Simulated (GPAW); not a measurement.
Wanted: an ASE script for a GPAW 26.7.0 run.

```yaml
Task: single point
Functional: PBE
Potentials_or_basis: GPAW PAW data sets (gpaw-data 1.2.1)
Cutoff: 600 eV
Basis: pw
k_mesh: 8 × 8 × 8
Occupations: fermi-dirac, width 0.05 eV
Spin: no spin polarisation
Maxiter: 120
Convergence: default
```

AlN:

```
Al N
1.0
     0.00000    2.18399    2.18399
     2.18399    0.00000    2.18399
     2.18399    2.18399    0.00000
Al N
1 1
Cartesian
  0.0000 0.0000 0.0000
  1.0920 1.0920 1.0920
```

Measurements of this composition are mostly on another form, of space group No. 186.

The input as run:

run.py

```python
from ase import Atoms
from ase.dft.bandgap import bandgap
from ase.io import write
from ase.units import GPa
from gpaw import GPAW, PW

atoms = Atoms(['Al', 'N'],
              cell=[[0.0, 2.1839935596, 2.1839935596],
                    [2.1839935596, 0.0, 2.1839935596],
                    [2.1839935596, 2.1839935596, 0.0]],
              scaled_positions=[[0.0, 0.0, 0.0],
                                [0.25, 0.25, 0.25]],
              pbc=True)

calc = GPAW(mode=PW(600),
            xc='PBE',
            kpts={'size': (8, 8, 8), 'gamma': True},
            occupations={'name': 'fermi-dirac', 'width': 0.05},
            nbands=11,
            maxiter=120,
            txt='gpaw.txt')
atoms.calc = calc
energy = atoms.get_potential_energy()
forces = atoms.get_forces()
stress = atoms.get_stress()
calc.write('gs.gpw')
write('result.traj', atoms)
print(f'Energy: {energy:.6f} eV')
print('Forces (eV/A):')
print(forces.round(4))
print('Stress (GPa):', (stress / GPa).round(3))
print('Fermi level:', round(calc.get_fermi_level(), 4), 'eV')
print(f'Gap: {bandgap(calc)[0]:.4f} eV, direct: {bandgap(calc, direct=True)[0]:.4f} eV')
```

Potentials or basis: GPAW PAW data sets (gpaw-data 1.2.1), pw.

The run is started by

```sh
$ OMP_NUM_THREADS=1 python run.py
```

Results of the run:

```yaml
Pressure: -0.5 GPa
Band_gap_on_the_k_mesh: 3.31 eV, indirect (least direct gap 4.18 eV)
```

Caveat: the cutoff is short for stress and forces, so pressures can be off by a GPa or more.

It took 5 s on 1 thread of Arm Neoverse V2, on a shared host, peak memory 0.13 GiB.
